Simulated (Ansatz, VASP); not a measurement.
# Nb: VASP beside Ansatz

Contents of INCAR:

```
SYSTEM = Nb
PREC = Accurate ; ENCUT = 600
EDIFF = 1E-7 ; ISMEAR = -1
SIGMA = 0.05 ; LREAL = .FALSE.
LASPH = .TRUE. ; NELM = 60
ALGO = Fast ; ISIF = 3
LWAVE = .FALSE. ; LCHARG = .FALSE.
GGA = PS ; IVDW = 13
IBRION = 2 ; NSW = 60
EDIFFG = -0.01
```

Contents of KPOINTS:

```
regular mesh
0
G
  11 11 11
  0 0 0
```

The input POSCAR:

```
Nb
1.0
    0.0000000000      2.1150000000      2.1150000000
    2.1150000000      0.0000000000      2.1150000000
    2.1150000000      2.1150000000      0.0000000000
Nb
1
Direct
    0.0000000000      0.0000000000      0.0000000000
```

input.yaml

```yaml
crystal:
  lattice:
    - [0.0, 2.115, 2.115]
    - [2.115, 0.0, 2.115]
    - [2.115, 2.115, 0.0]
  atoms:
    - { symbol: Nb, position: [0.0, 0.0, 0.0] }
hamiltonian:
  xc: pbesol
  pseudopotentials: { kind: paw }
  dispersion: d4
kpoints:
  mp_grid: { grid: [11, 11, 11] }
scf:
  occupations: { method: fermi_dirac, width: 0.05 }
output:
  forces: true
  stress: true
  eigenvalues: true
  write_density: true
  write_potential: true
  elf: true
  volumetric_format: npy
relax:
  f_tol: 0.01
  max_steps: 40
  cell: { stress_tol: 0.05 }
```

This isn't the form of Nb at room conditions, which is bcc.

Alike in both runs: task relaxation of cell and atoms; functional PBEsol; dispersion D4; k mesh 11 × 11 × 11; occupations fermi-dirac, width 0.05 eV; no spin polarisation.

|  | VASP | Ansatz |
| --- | --- | --- |
| version | VASP 6.6.1 | Ansatz 0.2.0 |
| potentials or method | VASP PAW PBE potentials, release 64 (Nb_sv) | Ansatz PAW |
| plane-wave cutoff (eV) | 600 | 420 |
| valence electrons in the cell | 13 | 13 |

|  | VASP | Ansatz | Ansatz less VASP |
| --- | --- | --- | --- |
| gap on the k mesh at the Fermi level, each at its own relaxed structure (eV) | none | none | - |
| relaxed volume (Å³/atom) | 17.88 | 17.92 | +0.042 |
| relaxed cell length with the largest relative difference (Å) | 2.935 | 2.937 | +0.0023 |
| energy change over the relaxation (meV/atom) | -31 | -29 | +1.7 |

A gap of «none» marks a metal or a gap that the smearing closes.

Caveats: pairwise dispersion overbinds metals, which lowers pressure and volume; the PAW data sets were made with another functional, which shifts forces and pressure a little (VASP); the plane-wave basis is chosen anew once the cell has moved, so the energies of steps on either side of that aren't comparable (Ansatz); the PAW data sets come from PBE, with cores solved anew for the run's functional, which leaves a small shift of forces and pressure (Ansatz).
